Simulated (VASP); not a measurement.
# Mo (Im-3m) in VASP: a series of runs

The runs below take Mo through single point, with PBE.

All numbers are computed with VASP 6.6.1; they aren't measurements. Logs are shortened: lines on timing, memory, paths and dates and some standing lists are left out, and cuts for length are marked.

### Step 1. Starting point

It takes space group Im-3m (No. 229, cubic). The conventional cell has a = 3.168 Å, b = 3.168 Å, c = 3.168 Å, α = 90.00°, β = 90.00°, γ = 90.00°. Mo (site symmetry m-3m) is surrounded by 8 Mo at 2.74 Å.

### Step 2. Single point, PBE

File INCAR:

```
ADDGRID = F
ALGO = Normal
EDIFF = 1E-7
ENCUT = 450
GGA = PE
ISIF = 2
ISMEAR = 1
LASPH = T
LCHARG = F
LREAL = F
LWAVE = F
NBANDS = 13
NELM = 100
PREC = Accurate
SIGMA = 0.2
```

File KPOINTS:

```
k-points
0
Gamma
  11 11 11
```

File POSCAR:

```
Mo
1.0
   -1.5838089719      1.5838089719      1.5838089719
    1.5838089719     -1.5838089719      1.5838089719
    1.5838089719      1.5838089719     -1.5838089719
Mo
1
Direct
    0.0000000000      0.0000000000      0.0000000000
```

Potentials or basis: VASP PAW PBE potentials, release 64 (Mo_sv).

Launch:

```bash
> cat potpaw_PBE.64/Mo_sv/POTCAR > POTCAR
> mpirun -np 1 vasp_std > vasp.out
```

OUTCAR:

```text
EDIFF = 1E-7
   ENCUT = 450
   GGA = PE
   ISIF = 2
   ISMEAR = 1
   LASPH = T
   LREAL = F
   NELM = 100
   PREC = Accurate

 Found     56 irreducible k-points:

 Following reciprocal coordinates:
            Coordinates               Weight
  0.000000  0.000000  0.000000      1.000000
  0.090909  0.000000  0.000000     12.000000
  0.181818  0.000000  0.000000     12.000000
  0.272727  0.000000  0.000000     12.000000
  0.363636  0.000000  0.000000     12.000000
  0.454545  0.000000  0.000000     12.000000
   k-points           NKPTS =     56   k-points in BZ     NKDIM =     56   number of bands    NBANDS=     13
   number of dos      NEDOS =    301   number of ions     NIONS =      1
   total plane-waves  NPLWV =   8000
   dimension x,y,z NGX =    20 NGY =   20 NGZ =   20
   dimension x,y,z NGXF=    40 NGYF=   40 NGZF=   40
   ions per type =               1
   NGX,Y,Z   is equivalent  to a cutoff of  12.12, 12.12, 12.12 a.u.
   NGXF,Y,Z  is equivalent  to a cutoff of  24.24, 24.24, 24.24 a.u.
 SYSTEM =  unknown system
   PREC   = accura    normal or accurate (medium, high low for compatibility)
   ISTART =      0    job   : 0-new  1-cont  2-samecut
   ICHARG =      2    charge: 1-file 2-atom 10-const
   ISPIN  =      1    spin polarized calculation?
   LNONCOLLINEAR =      F non collinear calculations
   LSORBIT =      F    spin-orbit coupling
   LASPH  =      T    aspherical Exc in radial PAW
   ENCUT  =  450.0 eV  33.07 Ry    5.75 a.u.   4.74  4.74  4.74*2*pi/ulx,y,z
   NELM   =    100;   NELMIN=  2; NELMDL= -5     # of ELM steps
   EDIFF  = 0.1E-06   stopping-criterion for ELM
   LREAL  =      F    real-space projection
   EDIFFG = 0.1E-05   stopping-criterion for IOM
   NSW    =      0    number of steps for IOM
   IBRION =     -1    ionic relax: 0-MD 1-quasi-New 2-CG
   NFREE  =      0    steps in history (QN), initial steepest desc. (CG)
   ISIF   =      2    stress and relaxation
   ISYM   =      2    0-nonsym 1-usesym 2-fastsym
   POTIM  = 0.5000    time-step for ionic-motion
   TEBEG  =    0.0;   TEEND  =   0.0 temperature during run
   PSTRESS=    0.0 pullay stress
   NELECT =      14.0000    total number of electrons
   NUPDOWN=      -1.0000    fix difference up-down
   EMIN   =  10.00;   EMAX   =-10.00  energy-range for DOS
   EFERMI =   0.00;   METHOD = LEGACY
   ISMEAR =     1;   SIGMA  =   0.20  broadening in eV -4-tet -1-fermi 0-gaus
   EFERMI_NEDOS =   21; number of points for ismear=-14 and -15
   IALGO  =     38    algorithm
   IMIX   =      4    mixing-type and parameters
     AMIX     =   0.40;   BMIX     =  1.00
     AMIX_MAG =   1.60;   BMIX_MAG =  1.00
  volume/ion in A,a.u.               =      15.89       107.24
  Fermi-wavevector in a.u.,A,eV,Ry     =   1.569380  2.965698 33.510508  2.462953
  Thomas-Fermi vector in A             =   2.671271
   LORBIT       =      0    0 simple, 1 ext, 2 COOP (PROOUT), +10 PAW based schemes
   GGA     = PE    functional components
   LHFCALC =     F    Hartree Fock is set to
   AEXX    =    0.0000 exact exchange contribution
   IVDW    =     0    specifies the selected vdW correction
   LEPSILON=     F    determine dielectric tensor
   LRPA    =     F    only Hartree local field effects (RPA)
 non-spin polarized calculation
 Methfessel and Paxton  Order N= 1 SIGMA  =   0.20
  energy-cutoff  :      450.00
  volume of cell :       15.89
 maximum number of plane-waves:       370
   NGX =  9   NGY =  9   NGZ =  9

 number of electron      14.0000005 magnetization

 Free energy of the ion-electron system (eV)
  ---------------------------------------------------
  ext. energy  EPLUGINS =         0.00000000
  ---------------------------------------------------
  free energy    TOTEN  =       -10.91210096 eV

  energy without entropy =      -10.90732005  energy(sigma->0) =      -10.91050732

 E-fermi :  12.2385     XC(G=0): -13.2973

 val. band max:       12.2099796635   @ k =  -0.1818   0.1818   0.1818
 cond. band min:      12.2411192224   @ k =   0.3636   0.0909   0.0909
 fundamental gap:      0.0311395589
 Fermi energy:        12.2385221142

 k-point     1 :       0.0000    0.0000    0.0000
  band No.  band energies     occupation
      1     -48.9459      2.00000
      2     -22.2502      2.00000
      3     -22.2502      2.00000
      4     -22.2502      2.00000
      5       5.1490      2.00000
      6      10.9992      2.00000
      7      10.9992      2.00000
      8      10.9992      2.00000
      9      13.9635     -0.00000
     10      13.9635     -0.00000
     11      27.1362      0.00000
     12      27.1362      0.00000
     13      27.1362      0.00000

 k-point     2 :       0.0909    0.0000    0.0000
  band No.  band energies     occupation
      1     -48.9265      2.00000
      2     -22.3625      2.00000
      3     -22.2849      2.00000
      4     -22.2508      2.00000
      5       5.5028      2.00000
      6      10.8031      2.00000
      7      10.9603      2.00000
      8      11.3332      2.00000
      9      13.6976     -0.00000
     10      13.9708     -0.00000
     11      27.3826      0.00000
     12      27.7352      0.00000
     13      27.7850      0.00000

 k-point     3 :       0.1818    0.0000    0.0000
  band No.  band energies     occupation
      1     -48.8745      2.00000
      2     -22.6575      2.00000
      3     -22.3773      2.00000
      4     -22.2530      2.00000
      5       6.4107      2.00000
      6      10.3186      2.00000
      7      10.7880      2.00000
      8      12.2974      0.52487
      9      13.3829     -0.00000
     10      14.0224     -0.00000
     11      27.6190      0.00000
     12      28.7505      0.00000
     13      29.4088      0.00000

 k-point     4 :       0.2727    0.0000    0.0000
  band No.  band energies     occupation
      1     -48.8056      2.00000
      2     -23.0307      2.00000
      3     -22.4963      2.00000
      4     -22.2560      2.00000
      5       7.2567      2.00000
      6       9.7563      2.00000
      7      10.9124      2.00000
      8      13.5151     -0.00000
      9      13.7657     -0.00000
     10      14.1658     -0.00000
     11      26.7461      0.00000
     12      27.9157      0.00000
     13      31.8735      0.00000

 k-point     5 :       0.3636    0.0000    0.0000
  band No.  band energies     occupation
      1     -48.7416      2.00000
      2     -23.3619      2.00000
      3     -22.6036      2.00000
      4     -22.2587      2.00000
      5       7.3337      2.00000
      6       9.2943      2.00000
      7      12.1066      1.88995
      8      13.8836     -0.00000
      9      14.3871     -0.00000
     10      15.4581     -0.00000
     11      25.3176      0.00000
     12      25.7528      0.00000
     13      31.9765      0.00000

 k-point     6 :       0.4545    0.0000    0.0000
  band No.  band energies     occupation
      1     -48.7031      2.00000
      2     -23.5539      2.00000
      3     -22.6664      2.00000
      4     -22.2604      2.00000
      5       7.1386      2.00000
      6       9.0396      2.00000
      7      13.5321     -0.00000
      8      14.0806     -0.00000
      9      14.5706     -0.00000
     10      16.7595      0.00000
     11      23.9970      0.00000
     12      24.3834      0.00000
     13      29.7945      0.00000

 [... further k-points ...]

------------------------ aborting loop because EDIFF is reached ----------------------------------------

  FORCE on cell =-STRESS in cart. coord.  units (eV):
  Direction    XX          YY          ZZ          XY          YZ          ZX
  --------------------------------------------------------------------------------------
  -------------------------------------------------------------------------------------
  Total       -0.0918821     -0.0918821     -0.0918821     -0.0000000      0.0000000      0.0000000
  in kB       -9.2634578     -9.2634578     -9.2634578     -0.0000000      0.0000000      0.0000000
  external PRESSURE =      -9.2634578 kB  Pullay stress =       0.0000000 kB

 VOLUME and BASIS-vectors are now :
 -----------------------------------------------------------------------------
  energy-cutoff  :      450.00
  volume of cell :       15.89
      direct lattice vectors                 reciprocal lattice vectors
    -1.583808972  1.583808972  1.583808972     0.000000000  0.315694638  0.315694638
     1.583808972 -1.583808972  1.583808972     0.315694638  0.000000000  0.315694638
     1.583808972  1.583808972 -1.583808972     0.315694638  0.315694638  0.000000000

 POSITION                                       TOTAL-FORCE (eV/Angst)
 -----------------------------------------------------------------------------------
      0.00000      0.00000      0.00000         0.000000     -0.000000      0.000000
 -----------------------------------------------------------------------------------
    total drift:                                0.000000      0.000000      0.000000

  FREE ENERGIE OF THE ION-ELECTRON SYSTEM (eV)
  ---------------------------------------------------
  free  energy   TOTEN  =       -10.9121009583 eV

  energy  without entropy=      -10.9073200511  energy(sigma->0) =      -10.91050732
```

Wall time 6.7 s (1 thread of Intel Xeon 6975P-C (Granite Rapids), shared host); peak memory 0.12 GiB.

The run converged, but some of its settings lie outside the range that counts as converged, so its numbers aren't taken as properties of the crystal.

Results:

* Free energy: -10.9121 eV
* Pressure: -0.9 GPa
* Band gap on the k mesh: none (metal or under the smearing width)

### Step 3. Single point, PBE

INCAR is that of step 2.

KPOINTS is that of step 2.

File POSCAR:

```
Mo
1.0
   -1.6018940000      1.6123050000      1.5868230000
    1.5840600000     -1.5829550000      1.5396390000
    1.5998790000      1.5809390000     -1.5574730000
Mo
1
Direct
   -0.0100820000     -0.0008690000      0.0196120000
```

Potentials or basis: VASP PAW PBE potentials, release 64 (Mo_sv).

Launch:

```bash
> cat potpaw_PBE.64/Mo_sv/POTCAR > POTCAR
> mpirun -np 1 vasp_std > vasp.out
```

Run time: 40 s. Hardware: 1 thread of Intel Xeon 6975P-C (Granite Rapids), shared host; peak memory 0.21 GiB.

The run converged, but some of its settings lie outside the range that counts as converged, so its numbers aren't taken as properties of the crystal.

What came out:

```yaml
Free_energy: -10.9081 eV
Pressure: -0.8 GPa
Band_gap_on_the_k_mesh: none (metal or under the smearing width)
```

### Step 4. Single point, PBE

Edit INCAR of step 3 so:

```diff
@@ -14,2 +14,2 @@
 PREC = Accurate
-SIGMA = 0.2
+SIGMA = 0.4
```

KPOINTS is that of step 3.

File POSCAR:

```
Mo
1.0
   -1.5838089719      1.5838089719      1.5838089719
    1.5838089719     -1.5838089719      1.5838089719
    1.5838089719      1.5838089719     -1.5838089719
Mo
1
Direct
    0.0000000000      0.0000000000      0.0000000000
```

Potentials or basis: VASP PAW PBE potentials, release 64 (Mo_sv).

Launch:

```bash
> cat potpaw_PBE.64/Mo_sv/POTCAR > POTCAR
> mpirun -np 1 vasp_std > vasp.out
```

OUTCAR:

```text
EDIFF = 1E-7
   ENCUT = 450
   GGA = PE
   ISIF = 2
   ISMEAR = 1
   LASPH = T
   LREAL = F
   NELM = 100
   PREC = Accurate

 Found     56 irreducible k-points:

 Following reciprocal coordinates:
            Coordinates               Weight
  0.000000  0.000000  0.000000      1.000000
  0.090909  0.000000  0.000000     12.000000
  0.181818  0.000000  0.000000     12.000000
  0.272727  0.000000  0.000000     12.000000
  0.363636  0.000000  0.000000     12.000000
  0.454545  0.000000  0.000000     12.000000
   k-points           NKPTS =     56   k-points in BZ     NKDIM =     56   number of bands    NBANDS=     13
   number of dos      NEDOS =    301   number of ions     NIONS =      1
   total plane-waves  NPLWV =   8000
   dimension x,y,z NGX =    20 NGY =   20 NGZ =   20
   dimension x,y,z NGXF=    40 NGYF=   40 NGZF=   40
   ions per type =               1
   NGX,Y,Z   is equivalent  to a cutoff of  12.12, 12.12, 12.12 a.u.
   NGXF,Y,Z  is equivalent  to a cutoff of  24.24, 24.24, 24.24 a.u.
 SYSTEM =  unknown system
   PREC   = accura    normal or accurate (medium, high low for compatibility)
   ISTART =      0    job   : 0-new  1-cont  2-samecut
   ICHARG =      2    charge: 1-file 2-atom 10-const
   ISPIN  =      1    spin polarized calculation?
   LNONCOLLINEAR =      F non collinear calculations
   LSORBIT =      F    spin-orbit coupling
   LASPH  =      T    aspherical Exc in radial PAW
[... 67 lines left out ...]
      8      10.9995      2.00005
      9      13.9640     -0.00000
     10      13.9640     -0.00000
     11      27.1361      0.00000
     12      27.1361      0.00000
     13      27.1361      0.00000
[... 66 lines left out ...]
  band No.  band energies     occupation
      1     -48.7023      2.00000
      2     -23.5532      2.00000
      3     -22.6657      2.00000
      4     -22.2596      2.00000
      5       7.1387      2.00000
      6       9.0399      2.00000
      7      13.5322     -0.00009
      8      14.0810     -0.00000
      9      14.5711     -0.00000
     10      16.7600     -0.00000
     11      23.9973      0.00000
     12      24.3833      0.00000
     13      29.7946      0.00000

 [... further k-points ...]

------------------------ aborting loop because EDIFF is reached ----------------------------------------

  FORCE on cell =-STRESS in cart. coord.  units (eV):
  Direction    XX          YY          ZZ          XY          YZ          ZX
  --------------------------------------------------------------------------------------
  -------------------------------------------------------------------------------------
  Total       -0.0953503     -0.0953503     -0.0953503      0.0000000     -0.0000000      0.0000000
  in kB       -9.6131169     -9.6131169     -9.6131169      0.0000000     -0.0000000      0.0000000
  external PRESSURE =      -9.6131169 kB  Pullay stress =       0.0000000 kB

 VOLUME and BASIS-vectors are now :
 -----------------------------------------------------------------------------
  energy-cutoff  :      450.00
  volume of cell :       15.89
      direct lattice vectors                 reciprocal lattice vectors
    -1.583808972  1.583808972  1.583808972     0.000000000  0.315694638  0.315694638
     1.583808972 -1.583808972  1.583808972     0.315694638  0.000000000  0.315694638
     1.583808972  1.583808972 -1.583808972     0.315694638  0.315694638  0.000000000

 POSITION                                       TOTAL-FORCE (eV/Angst)
 -----------------------------------------------------------------------------------
      0.00000      0.00000      0.00000        -0.000000     -0.000000     -0.000000
 -----------------------------------------------------------------------------------
    total drift:                                0.000000     -0.000000      0.000000

  FREE ENERGIE OF THE ION-ELECTRON SYSTEM (eV)
  ---------------------------------------------------
  free  energy   TOTEN  =       -10.9165842611 eV

  energy  without entropy=      -10.9071332109  energy(sigma->0) =      -10.91343391
```

OSZICAR:

```text
N       E                     dE             d eps       ncg     rms          rms(c)
DAV:   1     0.784434195251E+02    0.78443E+02   -0.74694E+03  1493   0.992E+02
DAV:   2    -0.106226340146E+02   -0.89066E+02   -0.85813E+02  1686   0.285E+02
DAV:   3    -0.115890267117E+02   -0.96639E+00   -0.96336E+00  1636   0.294E+01
DAV:   4    -0.115911815359E+02   -0.21548E-02   -0.21548E-02  1621   0.170E+00
DAV:   5    -0.115911942277E+02   -0.12692E-04   -0.12691E-04  1621   0.116E-01    0.142E+01
DAV:   6    -0.109997841425E+02    0.59141E+00   -0.73818E-01  1506   0.105E+01    0.376E+00
DAV:   7    -0.109200399925E+02    0.79744E-01   -0.14677E-01  1601   0.446E+00    0.989E-01
DAV:   8    -0.109165582280E+02    0.34818E-02   -0.43333E-03  1521   0.834E-01    0.181E-01
DAV:   9    -0.109165777830E+02   -0.19555E-04   -0.16895E-04  1651   0.161E-01    0.659E-02
DAV:  10    -0.109165837975E+02   -0.60146E-05   -0.16612E-05  1541   0.483E-02    0.366E-03
DAV:  11    -0.109165843657E+02   -0.56813E-06   -0.12465E-07  1364   0.392E-03    0.102E-03
DAV:  12    -0.109165842328E+02    0.13286E-06   -0.11642E-08   783   0.132E-03    0.714E-05
DAV:  13    -0.109165842611E+02   -0.28296E-07   -0.10630E-09   733   0.418E-04
   1 F= -.10916584E+02 E0= -.10913434E+02  d E =-.945105E-02
```

stdout:

```text
POSCAR found type information on POSCAR Mo
 POSCAR found :  1 types and       1 ions
 scaLAPACK will be used
 LDA part: xc-table for (Slater+PW92), standard interpolation
 POSCAR, INCAR and KPOINTS ok, starting setup
 FFT: planning ... GRIDC
 FFT: planning ... GRID_SOFT
 FFT: planning ... GRID
 WAVECAR not read
 entering main loop
```

Run time: 5 s. Hardware: 1 thread of Intel Xeon 6975P-C (Granite Rapids), shared host; peak memory 0.12 GiB.

These settings aren't checked as converged: the numbers below hold their error.

What came out:

| Item | Value |
| --- | --- |
| Free energy | -10.9166 eV |
| Pressure | -1.0 GPa |
| Band gap on the k mesh | none (metal or under the smearing width) |

### Step 5. Single point, PBE

INCAR is that of step 4.

KPOINTS is that of step 4.

File POSCAR:

```
Mo
1.0
   -1.6018940000      1.6123050000      1.5868230000
    1.5840600000     -1.5829550000      1.5396390000
    1.5998790000      1.5809390000     -1.5574730000
Mo
1
Direct
   -0.0100820000     -0.0008690000      0.0196120000
```

Launch:

```bash
> cat potpaw_PBE.64/Mo_sv/POTCAR > POTCAR
> mpirun -np 1 vasp_std > vasp.out
```

Run time: 48 s. Hardware: 1 thread of Intel Xeon 6975P-C (Granite Rapids), shared host; peak memory 0.21 GiB.

The run converged, but some of its settings lie outside the range that counts as converged, so its numbers aren't taken as properties of the crystal.

Results:

```
Free energy            : -10.9115 eV
Pressure               : -0.9 GPa
Band gap on the k mesh : none (metal or under the smearing width)
```

### Step 6. For comparison

An earlier run on the cell as given: functional PBE; potentials or basis VASP PAW PBE potentials, release 64 (Mo_sv); cutoff 520 eV; k mesh 12 × 12 × 12; occupations fermi-dirac, width 0.05 eV; no spin polarisation.

* Pressure: -1.4 GPa
* Band gap on the k mesh: none (metal or under the smearing width)
